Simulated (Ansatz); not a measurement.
Fe:

```
CELL_PARAMETERS angstrom
-1.44300 1.44300 1.44300
1.44300 -1.44300 1.44300
1.44300 1.44300 -1.44300
ATOMIC_POSITIONS crystal
Fe 0.00000 0.00000 0.00000
```

Base run:

- Program: Ansatz 0.2.0
- Functional: PBE
- Potentials or basis: Ansatz PAW
- Cutoff: 420 eV (not typed: the program's choice for these potentials)
- k mesh: 11 × 11 × 11
- Occupations: fermi-dirac, width 0.05 eV
- Spin: collinear spin, ferromagnetic start
- Starting moments: [1.5] μB
- Fixed moment: 1.5 μB

Its results: pressure -19.2 GPa; site moments Fe +1.57 μB.

Task: The run is repeated on the same cell with these changes: fixed moment from 1.5 μB to 0.8 μB; moments at the start from [1.5] to [0.8]. What comes out?

Result: Pressure -23.6 GPa; site moments Fe +0.86 μB.

Caveats: the total moment is fixed, so each spin has its own Fermi level; the thresholds are loose for stress.
